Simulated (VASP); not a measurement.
# NiO (F-43m) in VASP: a series of runs

The runs below take NiO through single point, with LDA+U.

Program: VASP 6.6.1. These are calculated values, not measurements. Logs are shortened: lines on timing, memory, paths and dates and some standing lists are left out, and cuts for length are marked.

### Step 1. The structure

It takes space group F-43m (No. 216, cubic). Conventional cell: a = 4.567 Å, b = 4.567 Å, c = 4.567 Å, α = 90.00°, β = 90.00°, γ = 90.00°. Ni (site symmetry -43m) has 4 O at 1.98 Å as nearest neighbours. O (site symmetry -43m) is surrounded by 4 Ni at 1.98 Å.

Measurements of this composition are mostly on another form, of space group No. 225.

### Step 2. Single point, LDA+U, collinear spin, ferromagnetic start

The input, INCAR:

```
SYSTEM = NiO
PREC = Accurate
ENCUT = 520
EDIFF = 1E-7
ISMEAR = 0
SIGMA = 0.05
LREAL = .FALSE.
LASPH = .TRUE.
NELM = 150
ALGO = Normal
ISIF = 2
LWAVE = .FALSE.
LCHARG = .TRUE.
ISPIN = 2
MAGMOM = 1 0
LORBIT = 11
NUPDOWN = 2
LMAXMIX = 4
LDAU = .TRUE.
LDAUTYPE = 2
LDAUL = 2 -1
LDAUU = 6 0
LDAUJ = 0 0
LDAUPRINT = 1
GGA = CA
LELF = .TRUE.
LVHAR = .TRUE.
NBANDS = 19
```

The input, KPOINTS:

```
Automatic mesh
0
G
  7 7 7
  0 0 0
```

The input, POSCAR:

```
NiO
1.0
    0.0000000000      2.2835484600      2.2835484600
    2.2835484600      0.0000000000      2.2835484600
    2.2835484600      2.2835484600      0.0000000000
Ni O
1 1
Direct
    0.0000000000      0.0000000000      0.0000000000
    0.2500000000      0.2500000000      0.2500000000
```

Potentials or basis: VASP PAW LDA potentials, release 64 (Ni, O).

Started as:

```sh
> cat potpaw_LDA.64/Ni/POTCAR potpaw_LDA.64/O/POTCAR > POTCAR
> mpirun -np 1 vasp_std > vasp.out
```

OUTCAR:

```text
SYSTEM = NiO
   PREC = Accurate
   ENCUT = 520
   EDIFF = 1E-7
   ISMEAR = 0
   LREAL = .FALSE.
   LASPH = .TRUE.
   NELM = 150
   ISIF = 2
   ISPIN = 2
   LORBIT = 11
   NUPDOWN = 2
   GGA = CA

 ion  position               nearest neighbor table
   1  0.000  0.000  0.000-   2 1.98   2 1.98   2 1.98   2 1.98
   2  0.250  0.250  0.250-   1 1.98   1 1.98   1 1.98   1 1.98

  LATTYP: Found a face centered cubic cell.
 ALAT       =     4.5670969200

  Lattice vectors:

 A1 = (   0.0000000000,   2.2835484600,   2.2835484600)
 A2 = (   2.2835484600,   0.0000000000,   2.2835484600)
 A3 = (   2.2835484600,   2.2835484600,   0.0000000000)

Analysis of symmetry for initial positions (statically):
=====================================================================
 Subroutine PRICEL returns:
 Original cell was already a primitive cell.

 Routine SETGRP: Setting up the symmetry group for a
 face centered cubic supercell.

 Subroutine GETGRP returns: Found 24 space group operations
 (whereof 24 operations were pure point group operations)
 out of a pool of 48 trial point group operations.

The static configuration has the point symmetry T_d .

Analysis of symmetry for dynamics (positions and initial velocities):
=====================================================================
 Subroutine PRICEL returns:
 Original cell was already a primitive cell.

 Routine SETGRP: Setting up the symmetry group for a
 face centered cubic supercell.

 Subroutine GETGRP returns: Found 24 space group operations
 (whereof 24 operations were pure point group operations)
 out of a pool of 48 trial point group operations.

The dynamic configuration has the point symmetry T_d .

Analysis of structural, dynamic, and magnetic symmetry:
=====================================================================
 Subroutine PRICEL returns:
 Original cell was already a primitive cell.

 Routine SETGRP: Setting up the symmetry group for a
 face centered cubic supercell.

 Subroutine GETGRP returns: Found 24 space group operations
[... 167 lines left out ...]
  o =  0.9824  v =  0.0000 -0.0000  0.1130  0.0000  0.9936  0.0000  0.0000  0.0000  0.0000  0.0000      0.0000  0.0000  0.0000  0.0000  0.0000  0.0000  0.0000  0.0000  0.0000  0.0000
  o =  0.9824  v =  0.0000 -0.0000  0.9936 -0.0000 -0.1130  0.0000  0.0000  0.0000  0.0000  0.0000      0.0000  0.0000  0.0000  0.0000  0.0000  0.0000  0.0000  0.0000  0.0000  0.0000
  o =  1.0061  v =  0.0000 -0.9996 -0.0000 -0.0289 -0.0000  0.0000  0.0000  0.0000  0.0000  0.0000      0.0000  0.0000  0.0000  0.0000  0.0000  0.0000  0.0000  0.0000  0.0000  0.0000
  o =  1.0061  v =  1.0000  0.0000  0.0000  0.0000  0.0000  0.0000  0.0000  0.0000  0.0000  0.0000      0.0000  0.0000  0.0000  0.0000  0.0000  0.0000  0.0000  0.0000  0.0000  0.0000
  o =  1.0061  v =  0.0000 -0.0289 -0.0000  0.9996 -0.0000  0.0000  0.0000  0.0000  0.0000  0.0000      0.0000  0.0000  0.0000  0.0000  0.0000  0.0000  0.0000  0.0000  0.0000  0.0000

 number of electron      15.9999998 magnetization       1.9999768

 Free energy of the ion-electron system (eV)
  ---------------------------------------------------
  ext. energy  EPLUGINS =         0.00000000
  ---------------------------------------------------
  free energy    TOTEN  =       -10.26436404 eV

  energy without entropy =      -10.26140688  energy(sigma->0) =      -10.26288546

 E-fermi :   4.5756     XC(G=0): -11.4119

 val. band max:        4.5638037457   @ k =  -0.4286   0.4286   0.1429
 cond. band min:       4.6102833839   @ k =  -0.2857   0.2857   0.0000
 fundamental gap:      0.0464796382
 Fermi energy:         3.6351093293

 spin component 1

 k-point     1 :       0.0000    0.0000    0.0000
  band No.  band energies     occupation
      1     -14.5324      1.00000
      2      -2.8385      1.00000
      3      -2.8385      1.00000
      4      -2.8385      1.00000
      5      -0.4479      1.00000
      6      -0.4479      1.00000
[... 416 lines left out ...]
      5      -0.9375      1.00000
      6      -0.4579      1.00000
[... 11 lines left out ...]
     18      31.4106      0.00000
     19      32.6078      0.00000
 Fermi energy:         4.5755900927

 spin component 2

 k-point     1 :       0.0000    0.0000    0.0000
  band No.  band energies     occupation
      1     -14.0057      1.00000
      2       0.0236      1.00000
      3       0.0236      1.00000
      4       0.0236      1.00000
      5       0.7666      1.00000
      6       0.7666      1.00000
[... 417 lines left out ...]
      6       1.9319      1.00000
[... 11 lines left out ...]
     18      32.2656      0.00000
     19      33.1130      0.00000

------------------------ aborting loop because EDIFF is reached ----------------------------------------

  FORCE on cell =-STRESS in cart. coord.  units (eV):
  Direction    XX          YY          ZZ          XY          YZ          ZX
  --------------------------------------------------------------------------------------
  -------------------------------------------------------------------------------------
  Total       -3.4903966     -3.4903966     -3.4903966     -0.0000000     -0.0000000     -0.0000000
  in kB     -234.8143686   -234.8143686   -234.8143686     -0.0000000     -0.0000000     -0.0000000
  external PRESSURE =    -234.8143686 kB  Pullay stress =       0.0000000 kB

 VOLUME and BASIS-vectors are now :
 -----------------------------------------------------------------------------
  energy-cutoff  :      520.00
  volume of cell :       23.82
      direct lattice vectors                 reciprocal lattice vectors
     0.000000000  2.283548460  2.283548460    -0.218957473  0.218957473  0.218957473
     2.283548460  0.000000000  2.283548460     0.218957473 -0.218957473  0.218957473
     2.283548460  2.283548460  0.000000000     0.218957473  0.218957473 -0.218957473

 POSITION                                       TOTAL-FORCE (eV/Angst)
 -----------------------------------------------------------------------------------
      0.00000      0.00000      0.00000        -0.000000     -0.000000     -0.000000
      1.14177      1.14177      1.14177         0.000000      0.000000      0.000000
 -----------------------------------------------------------------------------------
    total drift:                               -0.000001     -0.000001     -0.000001

  FREE ENERGIE OF THE ION-ELECTRON SYSTEM (eV)
  ---------------------------------------------------
  free  energy   TOTEN  =       -10.2643640445 eV

  energy  without entropy=      -10.2614068841  energy(sigma->0) =      -10.26288546

 total charge

# of ion       s       p       d       tot
------------------------------------------
    1        0.367   0.433   8.310   9.110
    2        1.538   3.380   0.000   4.919
--------------------------------------------------
tot          1.905   3.813   8.310  14.028

 magnetization (x)

# of ion       s       p       d       tot
------------------------------------------
    1        0.002   0.029   1.626   1.658
    2        0.013   0.314   0.000   0.327
--------------------------------------------------
tot          0.016   0.343   1.626   1.985
```

stdout:

```text
POSCAR found type information on POSCAR NiO
 POSCAR found :  2 types and       2 ions
 scaLAPACK will be used
 LDA part: xc-table for (Slater(with rela. corr.)+CA(PZ))
 , standard interpolation
 POSCAR, INCAR and KPOINTS ok, starting setup
 FFT: planning ... GRIDC
 FFT: planning ... GRID_SOFT
 FFT: planning ... GRID
 WAVECAR not read
 entering main loop
```

It took 6.5 s on 1 thread of Intel Xeon 6975P-C (Granite Rapids), shared host; peak memory 0.14 GiB.

What came out:

```yaml
Free_energy: -10.2644 eV
Pressure: -23.5 GPa
Net_moment: 2.00 μB per cell
Site_moments: Ni +1.66; O +0.33 μB
Valence_electrons_inside_the_program's_atomic_spheres: Ni 9.11; O 4.92
```

Eigenvalues of the final occupation matrices:
```
    site  spin  trace               eigenvalues
site 1 d     1   4.98  0.98 0.98 1.01 1.01 1.01
site 1 d     2   3.36  0.48 0.48 0.48 0.97 0.97
```

Caveat: the total moment is fixed, so each spin has its own Fermi level; a cell with one magnetic atom can't hold antiferromagnetic order, which such compounds often take.

### Step 3. Single point, LDA+U, collinear spin, ferromagnetic start

The input, INCAR:

```
ALGO = Normal
EDIFF = 1E-7
ENCUT = 520
GGA = CA
ISIF = 2
ISMEAR = 0
ISPIN = 2
LASPH = True
LCHARG = True
LDAU = True
LDAUJ = 0 0
LDAUL = 2 -1
LDAUPRINT = 1
LDAUTYPE = 2
LDAUU = 5 0
LELF = True
LMAXMIX = 4
LORBIT = 11
LREAL = False
LVHAR = True
LWAVE = False
MAGMOM = 1 0
NELM = 120
PREC = Accurate
SIGMA = 0.05
```

The input, KPOINTS:

```
k-points
0
Gamma
  7 7 7
```

POSCAR is that of step 2.

Potentials or basis: VASP PAW LDA potentials, release 64 (Ni, O).

Started as:

```sh
> cat potpaw_LDA.64/Ni/POTCAR potpaw_LDA.64/O/POTCAR > POTCAR
> mpirun -np 1 vasp_std > vasp.out
```

Run time: 5 s. Hardware: 1 thread of Intel Xeon 6975P-C (Granite Rapids), shared host; peak memory 0.13 GiB.

The run converged. Its results:

| Property | Result |
| --- | --- |
| Free energy | -10.6892 eV |
| Pressure | -22.6 GPa |
| Band gap on the k mesh | none (metal or under the smearing width) |
| Net moment | 2.00 μB per cell |
| Site moments | Ni +1.63; O +0.34 μB |
| Valence electrons inside the program's atomic spheres | Ni 9.10; O 4.92 |

Levels at points of the mesh, in eV from the Fermi level:
Spin up:
```csv
k point,band 5,band 6,band 7,band 8,band 9,band 10,band 11,band 12,band 13
"(0.00, 0.00, 0.00)",-4.48,-4.48,-0.93,-0.93,-0.93,0.40,13.74,13.74,13.74
```
Spin down:
```tsv
k point	band 3	band 4	band 5	band 6	band 7	band 8	band 9	band 10	band 11	band 12
(0.00, 0.00, 0.00)	-4.54	-4.54	-3.26	-3.26	0.68	1.75	1.75	1.75	14.02	14.02
```

Eigenvalues of the final occupation matrices:
```csv
site,spin,trace,eigenvalues
site 1 d,1,4.96,0.98 0.98 1.00 1.00 1.00
site 1 d,2,3.36,0.48 0.48 0.48 0.96 0.96
```

Caveat: a cell with one magnetic atom can't hold antiferromagnetic order, which such compounds often take.

### Step 4. Single point, LDA+U, collinear spin, antiferromagnetic start

This run uses another cell than the first one: it holds 4 atoms, not 2.

The input, INCAR:

```
SYSTEM = NiO
PREC = Accurate
ENCUT = 520
EDIFF = 1E-6
ISMEAR = 0
SIGMA = 0.05
LREAL = .False.
LASPH = .True.
NELM = 150
ALGO = Normal
ISIF = 2
LWAVE = .False.
LCHARG = .False.
ISPIN = 2
MAGMOM = 1 -1 0 0
LORBIT = 11
LMAXMIX = 4
LDAU = .True.
LDAUTYPE = 2
LDAUL = 2 -1
LDAUU = 5 0
LDAUJ = 0 0
LDAUPRINT = 1
GGA = CA
NBANDS = 28
```

The input, KPOINTS:

```
Automatic mesh
0
Gamma
  7 7 7
  0 0 0
```

The input, POSCAR:

```
NiO
1.0
    0.0000000000      2.2835484600      2.2835484600
    2.2835484600      0.0000000000      2.2835484600
    4.5670969200      4.5670969200      0.0000000000
Ni O
2 2
Direct
    0.0000000000      0.0000000000      0.0000000000
    0.0000000000      0.0000000000      0.5000000000
    0.2500000000      0.2500000000      0.1250000000
    0.2500000000      0.2500000000      0.6250000000
```

Started as:

```sh
> cat potpaw_LDA.64/Ni/POTCAR potpaw_LDA.64/O/POTCAR > POTCAR
> mpirun -np 1 vasp_std > vasp.out
```

Run time: 45 s. Hardware: 1 thread of Intel Xeon 6975P-C (Granite Rapids), shared host; peak memory 0.21 GiB.

The run converged, but a check on its numbers failed (symmetry, net force, bounds or a known fault of this set-up), so they aren't taken as properties of the crystal.

Caveat: the result breaks the symmetry of the cell.
